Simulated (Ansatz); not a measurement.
Runs of Ansatz 0.2.0 on Bi2TeSe2 (Skippenite). The structure is trigonal, space group R-3m (No. 166). Conventional cell: a = 4.183 Å, b = 4.183 Å, c = 29.137 Å, α = 90.00°, β = 90.00°, γ = 120.00°. Bi (site symmetry 3m) has 3 Se at 2.93 Å and 3 Te at 3.06 Å as nearest neighbours. Around Te (site symmetry -3m) lie 6 Bi at 3.06 Å. Se (site symmetry 3m) is surrounded by 3 Bi at 2.93 Å. 

```tsv
cell	target pressure (GPa)	gap on the mesh (eV)	pressure (GPa)
relaxed to 30 GPa	30	none	30.0
relaxed to 5 GPa	5	0.42	5.0
relaxed to 2 GPa	2	0.44	2.0
relaxed	0	(a)	0.0
relaxed to 10 GPa	10	0.42	10.0
relaxed to 20 GPa	20	none	20.0
```

Alike in all rows: task relaxation of cell and atoms; level PBEsol; potentials or basis Ansatz PAW; no spin polarisation; k mesh 7 × 7 × 7; cutoff (eV) 420; smearing fermi-dirac 0.05 eV.

Q: Fill in the values left out.

A: (a) 0.50.

Caveats: the plane-wave basis is chosen anew once the cell has moved, so the energies of steps on either side of that aren't comparable; the PAW data sets come from PBE, with cores solved anew for the run's functional, which leaves a small shift of forces and pressure; odd divisions of the mesh miss points on the zone boundary, where band edges often lie, so the gap on the mesh can be too wide (some runs); spin-orbit coupling is left out, which as a rule narrows the gap of such compounds by several tenths of an eV (some runs); spin-orbit coupling is left out, which moves the levels of the heavy elements (some runs).

A k mesh can miss the band edges, and the runs leave out spin-orbit coupling on Bi, Se, Te.

A gap of «none» marks a metal or a gap under the smearing width.
